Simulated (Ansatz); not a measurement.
# H8C20Cl: the cost of one run

Method: DFT PBE, plane waves, PAW, scalar-relativistic, no spin polarisation, in Ansatz 0.2.0.

## 1. The structure to begin with

The cell holds 58 atoms (C40H16Cl2): a = 5.049 Å, b = 10.097 Å, c = 17.165 Å, α = 90.00°, β = 90.00°, γ = 90.00°.

Its coordinates follow in the input file.

## 2. The run

200 steps of 0.5 fs at constant energy.

The input, input.yaml:

```yaml
accuracy: low
crystal:
  lattice:
    - [5.048742, 0.0, 0.0]
    - [0.0, 10.097485, 0.0]
    - [0.0, 0.0, 17.1647]
  atoms:
    - { symbol: H, position: [0.4277868, 0.0, 0.0582591] }
    - { symbol: H, position: [0.0722132, 0.0, 0.0582591] }
    - { symbol: H, position: [0.9277868, 0.0, 0.0582591] }
    - { symbol: H, position: [0.5722132, 0.0, 0.0582591] }
    - { symbol: H, position: [0.4277868, 0.25, 0.0582591] }
    - { symbol: H, position: [0.0722132, 0.25, 0.0582591] }
    - { symbol: H, position: [0.9277868, 0.25, 0.0582591] }
    - { symbol: H, position: [0.5722132, 0.25, 0.0582591] }
    - { symbol: H, position: [0.4277868, 0.5, 0.0582591] }
    - { symbol: H, position: [0.0722132, 0.5, 0.0582591] }
    - { symbol: H, position: [0.9277868, 0.5, 0.0582591] }
    - { symbol: H, position: [0.5722132, 0.5, 0.0582591] }
    - { symbol: H, position: [0.4277868, 0.75, 0.0582591] }
    - { symbol: H, position: [0.0722132, 0.75, 0.0582591] }
    - { symbol: H, position: [0.9277868, 0.75, 0.0582591] }
    - { symbol: H, position: [0.5722132, 0.75, 0.0582591] }
    - { symbol: C, position: [0.25, 0.0, 0.0952362] }
    - { symbol: C, position: [0.75, 0.0, 0.0952362] }
    - { symbol: C, position: [0.25, 0.25, 0.0952362] }
    - { symbol: C, position: [0.75, 0.25, 0.0952362] }
    - { symbol: C, position: [0.25, 0.5, 0.0952362] }
    - { symbol: C, position: [0.75, 0.5, 0.0952362] }
    - { symbol: C, position: [0.25, 0.75, 0.0952362] }
    - { symbol: C, position: [0.75, 0.75, 0.0952362] }
    - { symbol: C, position: [0.25, 0.125, 0.1472324] }
    - { symbol: C, position: [0.75, 0.125, 0.1472324] }
    - { symbol: C, position: [0.25, 0.375, 0.1472324] }
    - { symbol: C, position: [0.75, 0.375, 0.1472324] }
    - { symbol: C, position: [0.25, 0.625, 0.1472324] }
    - { symbol: C, position: [0.75, 0.625, 0.1472324] }
    - { symbol: C, position: [0.25, 0.875, 0.1472324] }
    - { symbol: C, position: [0.75, 0.875, 0.1472324] }
    - { symbol: C, position: [0.0, 0.125, 0.1992286] }
    - { symbol: C, position: [0.5, 0.125, 0.1992286] }
    - { symbol: C, position: [0.0, 0.375, 0.1992286] }
    - { symbol: C, position: [0.5, 0.375, 0.1992286] }
    - { symbol: C, position: [0.0, 0.625, 0.1992286] }
    - { symbol: C, position: [0.5, 0.625, 0.1992286] }
    - { symbol: C, position: [0.0, 0.875, 0.1992286] }
    - { symbol: C, position: [0.5, 0.875, 0.1992286] }
    - { symbol: C, position: [0.0, 0.0, 0.2512249] }
    - { symbol: C, position: [0.5, 0.0, 0.2512249] }
    - { symbol: C, position: [0.0, 0.25, 0.2512249] }
    - { symbol: C, position: [0.5, 0.25, 0.2512249] }
    - { symbol: C, position: [0.0, 0.5, 0.2512249] }
    - { symbol: C, position: [0.5, 0.5, 0.2512249] }
    - { symbol: C, position: [0.0, 0.75, 0.2512249] }
    - { symbol: C, position: [0.5, 0.75, 0.2512249] }
    - { symbol: C, position: [0.25, 0.0484534, 0.3008908] }
    - { symbol: C, position: [0.75, 0.0484534, 0.3008908] }
    - { symbol: C, position: [0.25, 0.2015466, 0.2799175] }
    - { symbol: C, position: [0.75, 0.2015466, 0.2799175] }
    - { symbol: C, position: [0.25, 0.5484534, 0.3008908] }
    - { symbol: C, position: [0.75, 0.5484534, 0.3008908] }
    - { symbol: C, position: [0.25, 0.7015466, 0.2799175] }
    - { symbol: C, position: [0.75, 0.7015466, 0.2799175] }
    - { symbol: Cl, position: [0.1659583, 0.0890899, 0.5626138] }
    - { symbol: Cl, position: [0.5171526, 0.1807251, 0.5655268] }
basis:
  ecutwfc: 420.0
kpoints:
  mp_grid: { grid: [2, 1, 1] }
hamiltonian:
  xc: pbe
  pseudopotentials: { kind: paw, azcp: { folder: soft_1 } }
scf:
  occupations: { method: fermi_dirac, width: 0.002 }
  lower_state_search: "off"
  max_iter: 82
md:
  timestep: 0.5
  n_steps: 200
  ensemble: nve
  initial_velocities: zero
  seed: 584922
  initial_site_velocities:
    - { site: 56, velocity: [0.0, 0.0, -0.07378] }
    - { site: 57, velocity: [0.0, 0.0, -0.07378] }
  constraints:
    - { sites: [0, 1, 2, 3, 4, 5, 6, 7, 8, 9, 10, 11, 12, 13, 14, 15, 16, 17, 18, 19, 20, 21, 22, 23, 24, 25, 26, 27, 28, 29, 30, 31] }
```

Command:

```
$ ansatz run input.yaml --threads 2 --pin off --max-ram 5120MiB --backend cpu --events-out ev --progress --plain --runs-dir out
```

Q: Estimate wall time and peak memory on 2 threads of Arm Neoverse V2, shared host.

About 28 min, with a peak of 1.9 GiB.
